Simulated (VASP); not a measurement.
# Ge8H3 in VASP: settings compared

The runs below take Ge8H3 through relaxation of the atoms, single point, with PBE+D3(BJ), PBE, RPBE, RPBE+D3(BJ).

Everything below comes from runs of VASP 6.6.1. Logs are shortened: lines on timing, memory, paths and dates and some standing lists are left out, and cuts for length are marked.

## Step 1: Starting point

The cell holds a slab with vacuum, 66 atoms: a = 11.316 Å, b = 11.316 Å, c = 23.742 Å, α = 90.00°, β = 90.00°, γ = 90.00°.

The cell was built by a generator and needn't be a form met in nature.

## Step 2: Relaxation of the atoms, PBE+D3(BJ)

INCAR

```
PREC     = Accurate       # precision mode
ENCUT    = 400            # plane-wave cutoff, eV
EDIFF    = 1E-6           # SCF threshold, eV
ISMEAR   = 0              # smearing method
SIGMA    = 0.05           # smearing width, eV
LREAL    = Auto         
LASPH    = T              # aspherical terms in the spheres
NELM     = 100            # most SCF steps
ALGO     = Fast           # electronic algorithm
ISIF     = 2              # what is computed and relaxed
LWAVE    = F              # write WAVECAR
LCHARG   = F              # write CHGCAR
GGA      = PE             # functional
IVDW     = 12             # dispersion correction
IBRION   = 2              # ionic algorithm
NSW      = 120            # ionic steps
EDIFFG   = -0.03          # ionic threshold
ISYM     = 0            
NCORE    = 4
```

KPOINTS

```
Automatic mesh
0
Gamma
  1 1 1
```

POSCAR

```
Ge8H3
1.0
    8.0016203359      8.0016203359      0.0000000000
   -8.0016203359      8.0016203359      0.0000000000
    0.0000000000      0.0000000000     23.7419000000
Ge H
48 18
Selective dynamics
Direct
    0.7005149941      0.2994850059      0.4246458792  T T T
    0.7994850059      0.7005149941      0.4246458792  T T T
    0.0494850059      0.9505149941      0.4385453565  T T T
    0.2994850059      0.2005149941      0.4246458792  T T T
    0.9505149941      0.5494850059      0.4524448338  T T T
    0.2005149941      0.7994850059      0.4385453565  T T T
    0.4505149941      0.0494850059      0.4524448338  T T T
    0.5494850059      0.4505149941      0.4524448338  T T T
    0.8750000000      0.3750000000      0.3831791053  T T T
    0.8750000000      0.8750000000      0.3831791053  T T T
    0.1250000000      0.1250000000      0.3831791053  T T T
    0.3750000000      0.3750000000      0.3831791053  T T T
    0.1250000000      0.6250000000      0.3831791053  T T T
    0.3750000000      0.8750000000      0.3831791053  T T T
    0.6250000000      0.1250000000      0.3831791053  T T T
    0.6250000000      0.6250000000      0.3831791053  T T T
    0.0000000000      0.2500000000      0.3236008913  T T T
    0.0000000000      0.7500000000      0.3236008913  T T T
    0.2500000000      0.0000000000      0.3236008913  T T T
    0.5000000000      0.2500000000      0.3236008913  T T T
    0.2500000000      0.5000000000      0.3236008913  T T T
    0.5000000000      0.7500000000      0.3236008913  T T T
    0.7500000000      0.0000000000      0.3236008913  T T T
    0.7500000000      0.5000000000      0.3236008913  T T T
    0.8750000000      0.1250000000      0.2640226772  T T T
    0.8750000000      0.6250000000      0.2640226772  T T T
    0.1250000000      0.8750000000      0.2640226772  T T T
    0.3750000000      0.1250000000      0.2640226772  T T T
    0.1250000000      0.3750000000      0.2640226772  T T T
    0.3750000000      0.6250000000      0.2640226772  T T T
    0.6250000000      0.8750000000      0.2640226772  T T T
    0.6250000000      0.3750000000      0.2640226772  T T T
    0.7500000000      0.2500000000      0.2044444632  T T T
    0.7500000000      0.7500000000      0.2044444632  T T T
    0.0000000000      0.0000000000      0.2044444632  T T T
    0.2500000000      0.2500000000      0.2044444632  T T T
    0.0000000000      0.5000000000      0.2044444632  T T T
    0.2500000000      0.7500000000      0.2044444632  T T T
    0.5000000000      0.0000000000      0.2044444632  T T T
    0.5000000000      0.5000000000      0.2044444632  T T T
    0.8750000000      0.3750000000      0.1448662491  F F F
    0.8750000000      0.8750000000      0.1448662491  F F F
    0.1250000000      0.1250000000      0.1448662491  F F F
    0.3750000000      0.3750000000      0.1448662491  F F F
    0.1250000000      0.6250000000      0.1448662491  F F F
    0.3750000000      0.8750000000      0.1448662491  F F F
    0.6250000000      0.1250000000      0.1448662491  F F F
    0.6250000000      0.6250000000      0.1448662491  F F F
    0.9510221023      0.2989778977      0.1052990704  F F F
    0.7989778977      0.4510221023      0.1052990704  F F F
    0.9510221023      0.7989778977      0.1052990704  F F F
    0.7989778977      0.9510221023      0.1052990704  F F F
    0.2010221023      0.0489778977      0.1052990704  F F F
    0.0489778977      0.2010221023      0.1052990704  F F F
    0.4510221023      0.2989778977      0.1052990704  F F F
    0.2989778977      0.4510221023      0.1052990704  F F F
    0.2010221023      0.5489778977      0.1052990704  F F F
    0.0489778977      0.7010221023      0.1052990704  F F F
    0.4510221023      0.7989778977      0.1052990704  F F F
    0.2989778977      0.9510221023      0.1052990704  F F F
    0.7010221023      0.0489778977      0.1052990704  F F F
    0.5489778977      0.2010221023      0.1052990704  F F F
    0.7010221023      0.5489778977      0.1052990704  F F F
    0.5489778977      0.7010221023      0.1052990704  F F F
    0.2334392888      0.7665607112      0.4981484437  T T T
    0.2665607112      0.2334392888      0.4842489664  T T T
```

Potentials or basis: VASP PAW PBE potentials, release 64 (Ge_d, H).

Command:

```bash
$ cat potpaw_PBE.64/Ge_d/POTCAR potpaw_PBE.64/H/POTCAR > POTCAR
$ mpirun -np 8 vasp_gam > vasp.out
```

OUTCAR:

```text
PREC = Accurate
   ENCUT = 400
   EDIFF = 1E-6
   ISMEAR = 0
   LREAL = Auto
   LASPH = T
   NELM = 100
   ISIF = 2
   GGA = PE
   IVDW = 12
   IBRION = 2
   NSW = 120
   EDIFFG = -0.03
   ISYM = 0
 IVDW          = 12

 ion  position               nearest neighbor table
   1  0.701  0.299  0.425-   9 2.37  15 2.37   8 2.51
   2  0.799  0.701  0.425-  10 2.37  16 2.37   5 2.51
   3  0.049  0.951  0.439-   6 2.42  10 2.52  11 2.52
   4  0.299  0.201  0.425-  66 1.51  12 2.37  11 2.37   7 2.51
   5  0.951  0.549  0.452-   2 2.51   9 2.71  13 2.71
   6  0.201  0.799  0.439-  65 1.51   3 2.42  14 2.52  13 2.52
   7  0.451  0.049  0.452-   4 2.51  14 2.71  15 2.71
   8  0.549  0.451  0.452-   1 2.51  12 2.71  16 2.71
   9  0.875  0.375  0.383-   1 2.37  17 2.45  24 2.45   5 2.71
  10  0.875  0.875  0.383-   2 2.37  18 2.45  23 2.45   3 2.52
  11  0.125  0.125  0.383-   4 2.37  17 2.45  19 2.45   3 2.52
  12  0.375  0.375  0.383-   4 2.37  20 2.45  21 2.45   8 2.71
  13  0.125  0.625  0.383-  18 2.45  21 2.45   6 2.52   5 2.71
  14  0.375  0.875  0.383-  19 2.45  22 2.45   6 2.52   7 2.71
[... 38 lines left out ...]
  53  0.201  0.049  0.105-  43 1.54
  54  0.049  0.201  0.105-  43 1.54
[... 10 lines left out ...]
  65  0.233  0.767  0.498-   6 1.51
  66  0.267  0.233  0.484-   4 1.51

IMPORTANT INFORMATION: All symmetrisations will be switched off!
NOSYMM: (Re-)initialisation of all symmetry stuff for point group C_1.

----------------------------------------------------------------------------------------

                                     Primitive cell

  volume of cell :    3040.1944

  direct lattice vectors                    reciprocal lattice vectors
     8.001620336  8.001620336  0.000000000     0.062487344  0.062487344  0.000000000
    -8.001620336  8.001620336  0.000000000    -0.062487344  0.062487344  0.000000000
     0.000000000  0.000000000 23.741900000     0.000000000  0.000000000  0.042119628

  length of vectors
    11.316000000 11.316000000 23.741900000     0.088370449  0.088370449  0.042119628

  position of ions in fractional coordinates (direct lattice)
     0.700514994  0.299485006  0.424645879
     0.799485006  0.700514994  0.424645879
     0.049485006  0.950514994  0.438545357
     0.299485006  0.200514994  0.424645879
     0.950514994  0.549485006  0.452444834
     0.200514994  0.799485006  0.438545357
[... 58 lines left out ...]
     0.233439289  0.766560711  0.498148444
     0.266560711  0.233439289  0.484248966

  ion indices of the primitive-cell ions
   primitive index   ion index
                 1           1
                 2           2
                 3           3
                 4           4
                 5           5
                 6           6
[... 58 lines left out ...]
                65          65
                66          66

----------------------------------------------------------------------------------------

 KPOINTS: Automatic mesh

Automatic generation of k-mesh.
 Grid dimensions read from file:
 generate k-points for:    1    1    1

 Generating k-lattice:

  Cartesian coordinates                     Fractional coordinates (reciprocal lattice)
     0.062487344  0.062487344  0.000000000     1.000000000  0.000000000  0.000000000
    -0.062487344  0.062487344  0.000000000     0.000000000  1.000000000  0.000000000
     0.000000000  0.000000000  0.042119628     0.000000000  0.000000000  1.000000000

  Length of vectors
     0.088370449  0.088370449  0.042119628

  Shift w.r.t. Gamma in fractional coordinates (k-lattice)
     0.000000000  0.000000000  0.000000000

 Subroutine IBZKPT returns following result:
 ===========================================

 Found      1 irreducible k-points:

 Following reciprocal coordinates:
            Coordinates               Weight
  0.000000  0.000000  0.000000      1.000000
   k-points           NKPTS =      1   k-points in BZ     NKDIM =      1   number of bands    NBANDS=    414
   number of dos      NEDOS =    301   number of ions     NIONS =     66
   total plane-waves  NPLWV = ******
   dimension x,y,z NGX =    80 NGY =   80 NGZ =  160
   dimension x,y,z NGXF=   160 NGYF=  160 NGZF=  320
   ions per type =              48  18
   NGX,Y,Z   is equivalent  to a cutoff of  11.75, 11.75, 11.20 a.u.
   NGXF,Y,Z  is equivalent  to a cutoff of  23.51, 23.51, 22.41 a.u.
 SYSTEM =  unknown system
   PREC   = accura    normal or accurate (medium, high low for compatibility)
   ISTART =      0    job   : 0-new  1-cont  2-samecut
   ICHARG =      2    charge: 1-file 2-atom 10-const
   ISPIN  =      1    spin polarized calculation?
   LNONCOLLINEAR =      F non collinear calculations
   LSORBIT =      F    spin-orbit coupling
   LASPH  =      T    aspherical Exc in radial PAW
   ENCUT  =  400.0 eV  29.40 Ry    5.42 a.u.  18.45 18.45 38.72*2*pi/ulx,y,z
   NELM   =    100;   NELMIN=  2; NELMDL= -5     # of ELM steps
   EDIFF  = 0.1E-05   stopping-criterion for ELM
   LREAL  =      T    real-space projection
   EDIFFG = -.3E-01   stopping-criterion for IOM
   NSW    =    120    number of steps for IOM
   IBRION =      2    ionic relax: 0-MD 1-quasi-New 2-CG
   NFREE  =      1    steps in history (QN), initial steepest desc. (CG)
   ISIF   =      2    stress and relaxation
   ISYM   =      0    0-nonsym 1-usesym 2-fastsym
   POTIM  = 0.5000    time-step for ionic-motion
   TEBEG  =    0.0;   TEEND  =   0.0 temperature during run
   PSTRESS=    0.0 pullay stress
   NELECT =     690.0000    total number of electrons
   NUPDOWN=      -1.0000    fix difference up-down
   EMIN   =  10.00;   EMAX   =-10.00  energy-range for DOS
   EFERMI =   0.00;   METHOD = LEGACY
   ISMEAR =     0;   SIGMA  =   0.05  broadening in eV -4-tet -1-fermi 0-gaus
   EFERMI_NEDOS =   21; number of points for ismear=-14 and -15
   IALGO  =     68    algorithm
   IMIX   =      4    mixing-type and parameters
     AMIX     =   0.40;   BMIX     =  1.00
     AMIX_MAG =   1.60;   BMIX_MAG =  1.00
  volume/ion in A,a.u.               =      46.06       310.85
  Fermi-wavevector in a.u.,A,eV,Ry     =   0.998598  1.887077 13.567705  0.997198
  Thomas-Fermi vector in A             =   2.130832
   LORBIT       =      0    0 simple, 1 ext, 2 COOP (PROOUT), +10 PAW based schemes
   GGA     = PE    functional components
   LHFCALC =     F    Hartree Fock is set to
   AEXX    =    0.0000 exact exchange contribution
   IVDW    =    12    specifies the selected vdW correction
   LEPSILON=     F    determine dielectric tensor
   LRPA    =     F    only Hartree local field effects (RPA)
 conjugate gradient relaxation of ions
 non-spin polarized calculation
 RMM-DIIS sequential band-by-band and
 Gauss-broadening in eV      SIGMA  =   0.05
  energy-cutoff  :      400.00
  volume of cell :     3040.19
 maximum number of plane-waves:     27645
 NGX is ok and might be reduce to    80
   NGX = 37   NGY = 37   NGZ = 77

--------------------------------------- Ionic step        1  -------------------------------------------

 number of electron     689.9999399 magnetization

 Free energy of the ion-electron system (eV)
  ---------------------------------------------------
  ext. energy  EPLUGINS =         0.00000000
  ---------------------------------------------------
  free energy    TOTEN  =      -262.11707686 eV

  energy without entropy =     -262.06475762  energy(sigma->0) =     -262.09091724

------------------------ aborting loop because EDIFF is reached ----------------------------------------

 Edisp (eV)  -11.67159

 E8    (eV) :    -5.2477
[... 297 lines left out ...]
  FREE ENERGIE OF THE ION-ELECTRON SYSTEM (eV)
  ---------------------------------------------------
  free  energy   TOTEN  =      -274.8907748774 eV

  energy  without entropy=     -274.8590114155  energy(sigma->0) =     -274.87489315

[... ionic steps 4 to 25 ...]

--------------------------------------- Ionic step       26  -------------------------------------------

 number of electron     689.9999902 magnetization

------------------------ aborting loop because EDIFF is reached ----------------------------------------
[... 203 lines left out ...]
--------------------------------------- Ionic step       28  -------------------------------------------

 number of electron     689.9999902 magnetization

 Free energy of the ion-electron system (eV)
  ---------------------------------------------------
  ext. energy  EPLUGINS =         0.00000000
  ---------------------------------------------------
  free energy    TOTEN  =      -264.24769617 eV

  energy without entropy =     -264.24769617  energy(sigma->0) =     -264.24769617

 E-fermi :  -1.0371     XC(G=0):  -4.3846

 val. band max:       -1.3686010009   @ k =   0.0000   0.0000   0.0000
 cond. band min:      -0.8058342653   @ k =   0.0000   0.0000   0.0000
 fundamental gap:      0.5627667356
 Fermi energy:        -1.0371198621

 k-point     1 :       0.0000    0.0000    0.0000
  band No.  band energies     occupation
      1     -26.1173      2.00000
      2     -26.0684      2.00000
      3     -26.0505      2.00000
      4     -26.0434      2.00000
      5     -25.9972      2.00000
      6     -25.9603      2.00000
[... 349 lines left out ...]
    356       0.5953      0.00000
    357       0.6970      0.00000
 [bands above 357 left out]

------------------------ aborting loop because EDIFF is reached ----------------------------------------

 Edisp (eV)  -11.58041

 E8    (eV) :    -5.2029
[... 89 lines left out ...]
  FREE ENERGIE OF THE ION-ELECTRON SYSTEM (eV)
  ---------------------------------------------------
  free  energy   TOTEN  =      -275.8281062954 eV

  energy  without entropy=     -275.8281062954  energy(sigma->0) =     -275.82810630

 reached required accuracy - stopping structural energy minimisation
```

Run time: 37 min. Hardware: 8 MPI ranks of Intel Xeon 6975P-C (Granite Rapids), shared host; peak memory 0.5 GiB.

What came out:

| Property | Result |
| --- | --- |
| Free energy | -275.8281 eV |
| Energy gained by relaxing | 30.9 meV/atom |
| Ionic steps | 28 |
| Band gap on the k mesh | 0.56 eV, direct |
| Dispersion energy per atom | -0.175 eV |

The path:
| step | energy change (eV) | largest force (eV/Å) | pressure (GPa) |
| --- | --- | --- | --- |
| 1 | 0.0000 | 1.5780 | 0.61 |
| 2 | -0.8151 | 0.9975 | 0.48 |
| 3 | -1.1021 | 1.3719 | 0.42 |
| 4 | -1.4029 | 0.7786 | 0.42 |
| 5 | -1.4079 | 0.7929 | 0.42 |
| 6 | -1.5821 | 0.6660 | 0.41 |
| 7 | -1.6663 | 0.7548 | 0.41 |
| 8 | -1.8030 | 0.6903 | 0.42 |
| 9 | -1.8487 | 0.6338 | 0.43 |
| 10 | -1.9263 | 0.3830 | 0.42 |
| 11 | -1.9289 | 0.5129 | 0.42 |
| 12 | -1.9734 | 0.2531 | 0.41 |
| 13 | -1.9765 | 0.2867 | 0.42 |
| 14 | -2.0070 | 0.2620 | 0.40 |
| 15 | -2.0085 | 0.2663 | 0.40 |
| 16 | -2.0198 | 0.2613 | 0.39 |
| 17 | -2.0202 | 0.2630 | 0.39 |
| 18 | -2.0261 | 0.2533 | 0.39 |
| 19 | -2.0265 | 0.2511 | 0.39 |
| 20 | -2.0314 | 0.2418 | 0.38 |
| 21 | -2.0319 | 0.2389 | 0.38 |
| 22 | -2.0353 | 0.2350 | 0.38 |
| 23 | -2.0355 | 0.2345 | 0.38 |
| 24 | -2.0373 | 0.2306 | 0.37 |
| 25 | -2.0375 | 0.2299 | 0.37 |
| 26 | -2.0387 | 0.2281 | 0.37 |
| 27 | -2.0387 | 0.2280 | 0.37 |
| 28 | -2.0394 | 0.2260 | 0.37 |

Final structure:
```cif
data_structure
_symmetry_space_group_name_H-M 'P 1'
_symmetry_Int_Tables_number 1
_cell_length_a 11.3160
_cell_length_b 11.3160
_cell_length_c 23.7419
_cell_angle_alpha 90.000
_cell_angle_beta 90.000
_cell_angle_gamma 90.000
_cell_volume 3040.19
loop_
_atom_site_label
_atom_site_type_symbol
_atom_site_fract_x
_atom_site_fract_y
_atom_site_fract_z
_atom_site_occupancy
Ge1 Ge 0.68735 0.31069 0.41797 1
Ge2 Ge 0.81230 0.67885 0.41982 1
Ge3 Ge 0.05856 0.94534 0.41860 1
Ge4 Ge 0.30793 0.19839 0.44021 1
Ge5 Ge 0.96866 0.53253 0.45635 1
Ge6 Ge 0.21302 0.78659 0.43259 1
Ge7 Ge 0.46498 0.03273 0.45985 1
Ge8 Ge 0.53650 0.46095 0.45184 1
Ge9 Ge 0.87804 0.38910 0.38624 1
Ge10 Ge 0.87460 0.87054 0.38121 1
Ge11 Ge 0.13595 0.13127 0.38454 1
Ge12 Ge 0.38481 0.37092 0.38733 1
Ge13 Ge 0.11235 0.62078 0.38624 1
Ge14 Ge 0.37832 0.89127 0.38781 1
Ge15 Ge 0.60691 0.12029 0.38782 1
Ge16 Ge 0.61828 0.61342 0.38587 1
Ge17 Ge 0.99852 0.25264 0.32813 1
Ge18 Ge 0.00664 0.74422 0.31714 1
Ge19 Ge 0.25237 0.99743 0.31985 1
Ge20 Ge 0.49765 0.25187 0.32039 1
Ge21 Ge 0.25130 0.49817 0.33114 1
Ge22 Ge 0.49777 0.75345 0.32977 1
Ge23 Ge 0.74430 0.00528 0.32746 1
Ge24 Ge 0.75140 0.50222 0.31898 1
Ge25 Ge 0.87400 0.12676 0.26689 1
Ge26 Ge 0.87530 0.62552 0.25918 1
Ge27 Ge 0.12688 0.87562 0.26044 1
Ge28 Ge 0.37488 0.12655 0.26076 1
Ge29 Ge 0.12717 0.37579 0.26741 1
Ge30 Ge 0.37339 0.62586 0.26853 1
Ge31 Ge 0.62440 0.87404 0.26676 1
Ge32 Ge 0.62296 0.37584 0.26174 1
Ge33 Ge 0.75022 0.25031 0.20391 1
Ge34 Ge 0.74781 0.75230 0.20310 1
Ge35 Ge 0.99794 0.00220 0.20419 1
Ge36 Ge 0.24808 0.25192 0.20350 1
Ge37 Ge 0.00296 0.49760 0.20354 1
Ge38 Ge 0.25216 0.74786 0.20353 1
Ge39 Ge 0.50084 0.99824 0.20383 1
Ge40 Ge 0.49688 0.50305 0.20452 1
Ge41 Ge 0.87500 0.37500 0.14487 1
Ge42 Ge 0.87500 0.87500 0.14487 1
Ge43 Ge 0.12500 0.12500 0.14487 1
Ge44 Ge 0.37500 0.37500 0.14487 1
Ge45 Ge 0.12500 0.62500 0.14487 1
Ge46 Ge 0.37500 0.87500 0.14487 1
Ge47 Ge 0.62500 0.12500 0.14487 1
Ge48 Ge 0.62500 0.62500 0.14487 1
H1 H 0.95102 0.29898 0.10530 1
H2 H 0.79898 0.45102 0.10530 1
H3 H 0.95102 0.79898 0.10530 1
H4 H 0.79898 0.95102 0.10530 1
H5 H 0.20102 0.04898 0.10530 1
H6 H 0.04898 0.20102 0.10530 1
H7 H 0.45102 0.29898 0.10530 1
H8 H 0.29898 0.45102 0.10530 1
H9 H 0.20102 0.54898 0.10530 1
H10 H 0.04898 0.70102 0.10530 1
H11 H 0.45102 0.79898 0.10530 1
H12 H 0.29898 0.95102 0.10530 1
H13 H 0.70102 0.04898 0.10530 1
H14 H 0.54898 0.20102 0.10530 1
H15 H 0.70102 0.54898 0.10530 1
H16 H 0.54898 0.70102 0.10530 1
H17 H 0.22609 0.77199 0.49742 1
H18 H 0.25318 0.24324 0.49676 1
```

Levels at points of the mesh, in eV from the valence-band top:
| k point | band 343 | band 344 | band 345 | band 346 | band 347 | band 348 |
| --- | --- | --- | --- | --- | --- | --- |
| (0.00, 0.00, 0.00) | -0.26 | -0.22 | 0.00 | 0.56 | 0.66 | 0.98 |

(Part 1 of 2 ends here.)
